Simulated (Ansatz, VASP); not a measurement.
One calculation of TiC, two programs

Contents of INCAR:

```
PREC = Accurate
ENCUT = 520
EDIFF = 1E-6
ISMEAR = -1
SIGMA = 0.05
LREAL = F
LASPH = T
NELM = 80
ALGO = Normal
ISIF = 2
LWAVE = F
LCHARG = F
GGA = PS
NBANDS = 15
```

Contents of KPOINTS:

```
regular mesh
0
Gamma
  11 11 11
```

The input POSCAR:

```
TiC
1.0
    0.0000000000      2.1657188437      2.1657188437
    2.1657188437      0.0000000000      2.1657188437
    2.1657188437      2.1657188437      0.0000000000
Ti C
1 1
Direct
    0.0000000000      0.0000000000      0.0000000000
    0.5000000000      0.5000000000      0.5000000000
```

The input input.yaml:

```yaml
crystal:
  lattice:
    - [0.0, 2.1657188437, 2.1657188437]
    - [2.1657188437, 0.0, 2.1657188437]
    - [2.1657188437, 2.1657188437, 0.0]
  atoms:
    - { symbol: Ti, position: [0.0, 0.0, 0.0] }
    - { symbol: C, position: [0.5, 0.5, 0.5] }
kpoints:
  mp_grid: { grid: [11, 11, 11] }
scf:
  occupations: { method: fermi_dirac, width: 0.05 }
hamiltonian:
  xc: pbesol
  pseudopotentials: { kind: all_electron, lapw: { basis_error: 0.001 } }
output:
  forces: true
  stress: true
  eigenvalues: true
  populations: true
```

The cell is a database's computed one.

Alike in both runs: task single point; functional PBEsol; k mesh 11 × 11 × 11; occupations fermi-dirac, width 0.05 eV; no spin polarisation.

```csv
,VASP,Ansatz
version,VASP 6.6.1,Ansatz 0.2.0
potentials or method,"VASP PAW PBE potentials, release 64 (Ti_sv, C)","all-electron LAPW, scalar-relativistic"
plane-wave cutoff (eV),520,see its input
```

VASP gave:

```
gap on the k mesh at the Fermi level (eV) : none
pressure (GPa)                            : -6.5
```

Problem. Estimate Ansatz's values.

Solution. gap on the k mesh at the Fermi level (eV): none; pressure (GPa): -6.7.

A gap of «none» marks a metal or a gap that the smearing closes. Ansatz ran all-electron here, so the differences hold the error of VASP's frozen core and of both bases.

Caveats: the PAW data sets were made with another functional, which shifts forces and pressure a little (VASP).
